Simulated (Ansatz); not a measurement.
# How much does In in Au(111), 2x2 scatter?

Wanted: the reflection from a plane of defects, In in Au(111), 2x2, and the resistivity it implies.

Program: Ansatz 0.2.0. Level of theory: Ansatz plane-wave DFT, PBE, PAW files; ballistic transport by layer matching (Landauer), zero bias; PAW set soft_1, in the first sound run; inputs show where later runs differ. Results are calculated unless marked as measured.

## (1) The starting structure

The cell holds 44 atoms: 43 Au and 1 In. Its edges and angles: a = 5.768 Å, b = 5.768 Å, c = 25.954 Å, α = 86.8°, β = 93.2°, γ = 120.0°. It derives from Au. Regions: lead, 24 atoms (24 Au); scattering region, 20 atoms (19 Au and 1 In). The structure is stacked along c, and the current runs across the ab planes.

## (2) Transmission at ideal sites

The defect sits in one plane of the supercell, all atoms on ideal sites; the layers about the cell's end are the lead. The mesh across the current, 12×12, is finer than the density's, because channels open and close sharply across the zone. Energies from -0.1 to 0.1 eV in steps of 0.05 eV are too few for the program's thermal sum, so it prints no conductance; for a metal the transmission near the Fermi level serves, at a fraction of the cost.

Input file input.yaml:

```yaml
crystal:
  lattice:
    - [5.7675164607, 0.0, 0.0]
    - [-2.8837582304, 4.9948157718, 0.0]
    - [-1.4418791152, 0.8324692953, 25.9003660885]
  atoms:
    - { symbol: Au, position: [0.0075757576, 0.9924242424, 0.0454545455] }
    - { symbol: Au, position: [0.0075757576, 0.4924242424, 0.0454545455] }
    - { symbol: Au, position: [0.5075757576, 0.9924242424, 0.0454545455] }
    - { symbol: Au, position: [0.5075757576, 0.4924242424, 0.0454545455] }
    - { symbol: Au, position: [0.1893939394, 0.3106060606, 0.1363636364] }
    - { symbol: Au, position: [0.1893939394, 0.8106060606, 0.1363636364] }
    - { symbol: Au, position: [0.6893939394, 0.3106060606, 0.1363636364] }
    - { symbol: Au, position: [0.6893939394, 0.8106060606, 0.1363636364] }
    - { symbol: Au, position: [0.3712121212, 0.1287878788, 0.2272727273] }
    - { symbol: Au, position: [0.3712121212, 0.6287878788, 0.2272727273] }
    - { symbol: Au, position: [0.8712121212, 0.1287878788, 0.2272727273] }
    - { symbol: Au, position: [0.8712121212, 0.6287878788, 0.2272727273] }
    - { symbol: Au, position: [0.053030303, 0.946969697, 0.3181818182] }
    - { symbol: Au, position: [0.053030303, 0.446969697, 0.3181818182] }
    - { symbol: Au, position: [0.553030303, 0.946969697, 0.3181818182] }
    - { symbol: Au, position: [0.553030303, 0.446969697, 0.3181818182] }
    - { symbol: Au, position: [0.2348484848, 0.2651515152, 0.4090909091] }
    - { symbol: Au, position: [0.2348484848, 0.7651515152, 0.4090909091] }
    - { symbol: Au, position: [0.7348484848, 0.2651515152, 0.4090909091] }
    - { symbol: Au, position: [0.7348484848, 0.7651515152, 0.4090909091] }
    - { symbol: In, position: [0.4166666667, 0.0833333333, 0.5] }
    - { symbol: Au, position: [0.4166666667, 0.5833333333, 0.5] }
    - { symbol: Au, position: [0.9166666667, 0.0833333333, 0.5] }
    - { symbol: Au, position: [0.9166666667, 0.5833333333, 0.5] }
    - { symbol: Au, position: [0.0984848485, 0.9015151515, 0.5909090909] }
    - { symbol: Au, position: [0.0984848485, 0.4015151515, 0.5909090909] }
    - { symbol: Au, position: [0.5984848485, 0.9015151515, 0.5909090909] }
    - { symbol: Au, position: [0.5984848485, 0.4015151515, 0.5909090909] }
    - { symbol: Au, position: [0.2803030303, 0.2196969697, 0.6818181818] }
    - { symbol: Au, position: [0.2803030303, 0.7196969697, 0.6818181818] }
    - { symbol: Au, position: [0.7803030303, 0.2196969697, 0.6818181818] }
    - { symbol: Au, position: [0.7803030303, 0.7196969697, 0.6818181818] }
    - { symbol: Au, position: [0.4621212121, 0.0378787879, 0.7727272727] }
    - { symbol: Au, position: [0.4621212121, 0.5378787879, 0.7727272727] }
    - { symbol: Au, position: [0.9621212121, 0.0378787879, 0.7727272727] }
    - { symbol: Au, position: [0.9621212121, 0.5378787879, 0.7727272727] }
    - { symbol: Au, position: [0.1439393939, 0.8560606061, 0.8636363636] }
    - { symbol: Au, position: [0.1439393939, 0.3560606061, 0.8636363636] }
    - { symbol: Au, position: [0.6439393939, 0.8560606061, 0.8636363636] }
    - { symbol: Au, position: [0.6439393939, 0.3560606061, 0.8636363636] }
    - { symbol: Au, position: [0.3257575758, 0.1742424242, 0.9545454545] }
    - { symbol: Au, position: [0.3257575758, 0.6742424242, 0.9545454545] }
    - { symbol: Au, position: [0.8257575758, 0.1742424242, 0.9545454545] }
    - { symbol: Au, position: [0.8257575758, 0.6742424242, 0.9545454545] }
kpoints:
  mp_grid: { grid: [5, 5, 1] }
hamiltonian:
  xc: pbe
  pseudopotentials: { kind: paw, azcp: { folder: soft_1 } }
scf:
  occupations: { method: fermi_dirac, width: 0.1 }
output:
  transmission: { leads: [[0, 4]], kmesh: [12, 12], e_range: [-0.1, 0.1], de: 0.05 }
  write_potential: true
  write_density: true
  volumetric_format: npy
  elf: true
```

Command:

```bash
$ ansatz run input.yaml --threads 4 --pin off --max-ram 15360MiB --backend cpu --events-out ev --progress --plain --runs-dir out
```

Numbers of over 12 decimals in the logs are rounded to 6 here.

What it wrote:

```text
Engine: ansatz 0.2.0, aarch64-unknown-linux-gnu
Pseudopotentials: kind: paw
Pseudopotential: Au, paw, valence charge 19, recommended cutoff 420 eV (normal), soft_1/Au.paw.azcp
Pseudopotential: In, paw, valence charge 13, recommended cutoff 420 eV (normal), soft_1/In.paw.azcp
Functional definition: PBE
  parameter kappa = 0.804
  parameter beta = 0.066725
  exchange = pbe_x(kappa = kappa, mu = beta*pi^2/3)
  correlation = pbe_c(beta = beta)
Crystal: 44 atoms, lattice volume = 746.130 Å³
Basis set: ecut = 420 eV, 14649 PW (Γ)
Bands: 498, of which v1, the nominal top of the filled ones, is band 415 counted from 1 (414 counted from 0)
Symmetry: 4 space group operations
Space group: C2/m (ITA 12), of the structure as read, at distance tolerance 9.1e-5 Å
k-points: 9 of 25
Non-local potential: Au, projectors of the file, l = 0: 3, l = 1: 2, l = 2: 2, l = 3: 1
Non-local potential: In, projectors of the file, l = 0: 2, l = 1: 2, l = 2: 2, l = 3: 1
PAW form: soft (Blöchl's): semilocal exchange-correlation on the pseudo side does not see the compensation charge
PAW one-centre angular grid: Au, 590 points (default); XC on 64 Gauss nodes
PAW one-centre angular grid: In, 590 points (default); XC on 64 Gauss nodes
Initial density: superposition of atomic densities (chi_scale 0.1, normalization cell, long waves of neutral atoms (reshape's long-wave potential 2.75 eV rms, cloud 2.78 Å wide))
Initial wavefunctions: pseudopotential atomic-orbital guess
Functional: x = pbe(κ = 0.804, μ = 0.219515), c = pbe(β = 0.066725)
SCF iter   1: F=—  HF=-571113.532886 eV  |F-HF|=—  |Δ(HF+E_count)|=         —  Δρ=7.32e-2  dr2=5.61e1  ethr=3.10e-3  ⟨swp⟩=4.2  Hψ=13369  notcnv=0  defer=145
preconditioner: auto → Kerker (q_TF=auto, 2.777 Å⁻¹)  [metal: Δε(μ)=0.048 eV  Ē_g=10.370 eV  σ=0.100 eV  W_gap=0.12  n_scr=292 (ndim 8)  ℏωp=30.0 eV  f_vac=0.000  D(μ)=18.64/eV (n_scr^D=100)]
SCF iter   2: F=—  HF=-571102.112594 eV  |F-HF|=—  |Δ(HF+E_count)|=    1.14e1  Δρ=3.32e-2  dr2=1.38e1  ethr=3.10e-3  ⟨swp⟩=2.1  Hψ=6722  notcnv=0  defer=517
SCF iter   3: F=—  HF=-571099.081934 eV  |F-HF|=—  |Δ(HF+E_count)|=    3.03e0  Δρ=8.38e-3  dr2=1.47e0  ethr=1.66e-3  ⟨swp⟩=2.3  Hψ=6305  notcnv=0  defer=517
SCF iter   4: F=—  HF=-571098.981983 eV  |F-HF|=—  |Δ(HF+E_count)|=   1.00e-1  Δρ=1.94e-3  dr2=3.27e-1  ethr=1.77e-4  ⟨swp⟩=2.1  Hψ=5171  notcnv=0  defer=517
SCF iter   5: F=—  HF=-571098.961253 eV  |F-HF|=—  |Δ(HF+E_count)|=   2.07e-2  Δρ=9.19e-4  dr2=7.71e-2  ethr=3.94e-5  ⟨swp⟩=1.8  Hψ=4437  notcnv=0  defer=517
SCF iter   6: F=—  HF=-571098.955423 eV  |F-HF|=—  |Δ(HF+E_count)|=   5.83e-3  Δρ=4.36e-4  dr2=2.29e-2  ethr=9.29e-6  ⟨swp⟩=2.0  Hψ=5351  notcnv=0  defer=517
SCF iter   7: F=—  HF=-571098.954959 eV  |F-HF|=—  |Δ(HF+E_count)|=   4.64e-4  Δρ=1.76e-4  dr2=2.97e-3  ethr=2.76e-6  ⟨swp⟩=1.3  Hψ=3956  notcnv=0  defer=517
SCF iter   8: F=—  HF=-571098.954855 eV  |F-HF|=—  |Δ(HF+E_count)|=   1.04e-4  Δρ=8.37e-5  dr2=6.49e-4  ethr=3.58e-7  ⟨swp⟩=2.0  Hψ=5642  notcnv=0  defer=517
SCF iter   9: F=—  HF=-571098.954730 eV  |F-HF|=—  |Δ(HF+E_count)|=   1.25e-4  Δρ=3.22e-5  dr2=3.99e-5  ethr=7.82e-8  ⟨swp⟩=1.0  Hψ=3950  notcnv=0  defer=517
SCF iter  10: F=—  HF=-571098.955662 eV  |F-HF|=—  |Δ(HF+E_count)|=   9.32e-4  Δρ=8.40e-6  dr2=2.85e-6  ethr=4.81e-9  ⟨swp⟩=1.0  Hψ=4482  notcnv=0  defer=521
SCF iter  11: F=—  HF=-571098.955662 eV  |F-HF|=—  |Δ(HF+E_count)|=   1.99e-8  Δρ=3.41e-6  dr2=9.44e-7  ethr=3.44e-10  ⟨swp⟩=1.4  Hψ=4694  notcnv=0  defer=521
SCF iter  12: F=—  HF=-571098.955662 eV  |F-HF|=—  |Δ(HF+E_count)|=   1.82e-8  Δρ=1.76e-6  dr2=1.07e-7  ethr=1.14e-10  ⟨swp⟩=2.0  Hψ=4226  notcnv=0  defer=521
SCF iter  13: F=-571098.955662 eV  HF=-571098.955662 eV  |F-HF|=2.79e-9  |Δ(HF+E_count)|=   8.15e-9  Δρ=4.92e-7  dr2=3.88e-9  ethr=1.20e-11  ⟨swp⟩=9.8  Hψ=17967  notcnv=0
SCF 1 converged in 13 iterations: F = -571098.955662 eV  dr2 = 3.88e-9
  greatest PAW one-centre occupation: 1.000 electrons in one spin orbital (limit 2), on the Au atom at site 42 (counted from 0), in its partial waves of l = 0
transmission: 163 of 1591 steps passed
transmission: 319 of 1591 steps passed
[...]
transmission: 1591 of 1591 steps passed
SCF converged after 13 iterations
Free energy (F): -571098.955662 eV
Harris-Foulkes:  -571098.955662 eV  (|F-HF|=2.79e-9)
Internal energy: -571098.440192 eV  (E = F + TS)
E sigma→0 (E₀):  -571098.697927 eV
Entropy (-TS):   -0.515470 eV (-11.715 meV/atom)
Fermi energy:    20.678406 eV
--- Per-component energies (eV) ---
  E_band       = -8812.932134
  E_kinetic    = 25097.272285
  E_local      = -74180.789688  (includes V_loc(G=0)·N_el)
  E_nonlocal   = 4541.152207
  E_hartree    = 32196.624658
  E_xc         = -9415.635400
  E_vxc        = -11353.585899  (∫ρ·V_xc dr)
  E_paw        = -422668.935864  (= ΣΔE_a)
  E_vpaw       = -17310.310927  (= ΣTr[D̂ρ^β])
  E_aug_tail   = 0.073529  (compensation charges beyond the density's cutoff)
  E_ewald      = -126668.201919
  E_smearing   = -0.515470  (= −TS)
  E_closure    = 0.000000  (closes the sum)
  Σ components = -571098.955662   (vs F -571098.955662, Δ=0.00e0)
--- Band table (eV; the first three rows and the last of 9) ---
  k-point 0: bands = [... 411 lower, 20.7773, 20.8748, 21.0850, 21.1129, 21.2570, 21.2603, 21.3345, 21.4195, ... 79 higher]
  k-point 1: bands = [... 411 lower, 20.3235, 20.4578, 20.5084, 20.5803, 20.6241, 20.6949, 20.7258, 20.8049, ... 79 higher]
  k-point 2: bands = [... 411 lower, 20.4298, 20.4434, 20.5048, 20.5983, 20.6456, 20.8653, 20.9287, 21.0377, ... 79 higher]
  k-point 8: bands = [... 411 lower, 20.4079, 20.4172, 20.4744, 20.4764, 20.7245, 20.7328, 20.8007, 20.8075, ... 79 higher]
--- Transmission ---
  basis      : 253 plane waves across, 37 finite elements along
  points     : 43, standing for a mesh of 12 x 12
  energies   : 5 from -0.100000 to 0.100000 eV about the Fermi level, 0.050000 eV apart; the leads are filled to 0.000000 eV, and channels, transmission and decay are at 0.000000 eV
  crystal 0  : Au4, at the sites [0, 4], period 2.3546 Å, over 23.55 Å; its Hamiltonian steps by up to 5.4 meV
    offset         : up to 0.0000 Å between an atom of the period and one for which it stands
    channels       : 3.187500e0 a spin
    conductance    : none, the energies end too early or step too widely for 300 K: set another output.transmission.e_range or a lower de, or, where they end at an eighth of basis.ecutwfc, a higher one
  junction   : crystal 0 to crystal 0, 0.70 to 24.24 Å
    transmission   : 2.951134e0 a spin
    conductance    : none, the energies end too early or step too widely for 300 K: set another output.transmission.e_range or a lower de, or, where they end at an eighth of basis.ecutwfc, a higher one
```

Wall time 15 min (4 threads of Arm Neoverse N1, shared host); peak memory 6.4 GiB; 56 min of CPU time.

This step gave:

| Property | Result |
| --- | --- |
| free energy | -571098.9557 eV |
| energy at zero smearing | -571098.6979 eV |
| Fermi energy | 20.68 eV |
| cell area | 28.81 Å² |
| transmission per spin nearest the Fermi level | 2.951 |
| open channels per spin nearest the Fermi level | 3.188 |
| step of the lead's potential | 5.4 meV |

Per spin. The transmission, zone mean by energy, zero at the Fermi level:

```
energy (eV)  transmission, zone mean
    -0.1000                     2.90
    -0.0500                     2.95
     0.0000                     2.95
     0.0500                     2.95
     0.1000                     2.95
```

Per spin. Open channels, zone mean, lead against energy, zero at the Fermi level:

```
energy (eV)  open channels, zone mean, lead
    -0.1000                            3.19
    -0.0500                            3.19
     0.0000                            3.19
     0.0500                            3.19
     0.1000                            3.15
```

Transmission over k1 and k2. At 0.0000 eV from the Fermi level.

Ten even steps from '0' (1.43) to '9' (3.78):
```
696666966666
669666966666
666955966666
666564656666
666542245666
999962026999
666654224566
666665646566
666666955966
666666966696
666666966669
966666966666
```
Columns: k1 (b1) from -0.5 to 0.417; rows upwards: k2 (b2) from -0.5 to 0.417.

Open channels over k1 and k2. At 0.0000 eV from the Fermi level.

Ten even steps from '0' (3.00) to '9' (4.00):
```
090000900000
009000900000
000900900000
000090900000
000000000000
999990009999
000000000000
000000909000
000000900900
000000900090
000000900009
900000900000
```
Columns: k1 (b1) from -0.5 to 0.417; rows upwards: k2 (b2) from -0.5 to 0.417.

ELF in the ca plane at fractional y = 0.083, with atoms of In and Au within 0.2 Å of it. It is the smooth field of the valence electrons, not physical close to the nuclei.

Values, 8 rows by 16 columns, each cell a mean:
```
0.20 0.39 0.52 0.24 0.22 0.15 0.17 0.20 0.41 0.65 0.28 0.20 0.15 0.18 0.21 0.35
0.20 0.42 0.54 0.24 0.25 0.18 0.21 0.22 0.33 0.45 0.23 0.27 0.21 0.32 0.35 0.23
0.20 0.25 0.29 0.25 0.44 0.27 0.30 0.30 0.22 0.24 0.23 0.36 0.24 0.37 0.39 0.22
0.21 0.21 0.27 0.24 0.41 0.25 0.26 0.27 0.21 0.18 0.22 0.25 0.18 0.22 0.23 0.34
0.20 0.39 0.52 0.24 0.22 0.15 0.18 0.22 0.17 0.04 0.22 0.21 0.15 0.18 0.21 0.35
0.20 0.42 0.54 0.24 0.24 0.18 0.21 0.24 0.20 0.18 0.22 0.28 0.21 0.32 0.35 0.23
0.20 0.25 0.29 0.25 0.44 0.27 0.30 0.31 0.22 0.24 0.23 0.35 0.24 0.37 0.39 0.22
0.21 0.21 0.26 0.24 0.41 0.25 0.26 0.25 0.30 0.43 0.24 0.24 0.18 0.23 0.23 0.34
```
Columns run along c (16.0 Å, from fractional 0.15 to 0.76 of the cell), rows up along a (5.8 Å). Atoms in or near the plane, at fractional coordinates: In at (0.50, 0.42), Au at (0.50, 0.92).

Electrostatic potential energy in the ca plane at fractional y = 0.083, with atoms of In and Au within 0.2 Å of it. With pseudopotentials it is smooth inside the atoms' cores, unlike the true potential.

Values in eV, 8 rows by 16 columns, each cell a mean:
```
 22  -1 -18  18  20  23  22  22  -5 -24  13  22  23  22  21   4
 21  -5 -19  18  18  22  20  20   7  -8  18  15  20   8   5  19
 21  17  12  17  -8  15  11  12  20  18  20   6  17   2   0  20
 20  20  15  18  -3  17  16  17  10  -5  17  18  22  19  19   5
 22   0 -17  18  20  23  22  21  -3 -17  12  22  23  22  21   4
 21  -5 -19  18  18  22  20  19   7  -5  17  15  20   8   5  19
 21  17  12  17  -8  15  11  12  20  17  20   6  17   3   0  19
 20  20  15  18  -3  17  16  17  11  -7  18  18  22  19  19   5
```
Columns run along c (16.0 Å, from fractional 0.15 to 0.76 of the cell; values clipped at the 3rd and 97th percentile), rows up along a (5.8 Å). Atoms in or near the plane, at fractional coordinates: In at (0.50, 0.42), Au at (0.50, 0.92).

Valence density in the ca plane at fractional y = 0.083, with atoms of In and Au within 0.2 Å of it. It is the smooth field of the valence electrons, not physical close to the nuclei.

Ten steps, logarithmic in the rise over the least value, from '0' (0 e/Å³) to '9' (13 e/Å³), each cell a mean:
```
11135776421222100011113699973111100000111247
11147998521111000011113699973111110012221136
11247998521111100111112578752112221124543223
11136776312343211233211244421134432236764211
21113443113565321344321112111234432236764212
21001221124676422344321112211134421124543124
21001222113565311233211245531122210012221137
21124665312343200122111478752111100001111247
11136887421111000011112589862111100001111147
11247998521111000011112578752112210013432124
11147887421222100122211245421123321135654212
11124664212454311234321112111134432236764211
21012222123676422344321112111234432135653212
21001111124676421344311234421123321123432135
21012443213454211122212478752111110001111247
```
Columns run along c (16.0 Å, from fractional 0.15 to 0.76 of the cell), rows up along a (5.8 Å). Atoms in or near the plane, at fractional coordinates: In at (0.50, 0.42), Au at (0.50, 0.92).

Over the solved energies the transmission per spin lies between 2.90 and 2.95, out of 3.18 channels of the lead on average (up to 3.19).

## (3) Resistance at ideal sites

This step: Ansatz plane-wave DFT, PBE, PAW files; ballistic transport by layer matching (Landauer), zero bias; area resistance of the defect plane and resistivity an atomic per cent; PAW set soft_1 (Ansatz 0.2.0).

Numbers from this step:

* area resistance: 0.09348 fΩ m²
* T over the leads' mean channel count: 0.9258
* resistivity per at.% scaled from this dense plane, with the factor 3/4 for isotropic scattering: 1.191 µΩ cm

Averaged over the energies near the Fermi level, 92.6 % of the channels pass, which makes 0.0935 fΩ m².

By hand, with T and the leads' channels N averaged over the energies near the Fermi level: RA = A (h/2e²)(1/T − 1/N) = 28.81×10⁻²⁰ m² × 12 906 Ω × (1/2.951 − 1/3.188) = 0.0935 fΩ m². Per atomic per cent: RA × A / V_atom × 0.01 × 3/4 = 1.19 µΩ cm, with the host's V_atom = 16.96 Å³.

(Continued in part 2 of 3.)

[Logs are printed without paths, hosts, clocks, repeated set-up lines and the standing remarks that a program may print on its own settings, such as how far it seeks lower states.]

[Hosts, paths, dates, database ids (printed as entryN), source tags and the programs' standing remarks are cut or masked in the printed files.]
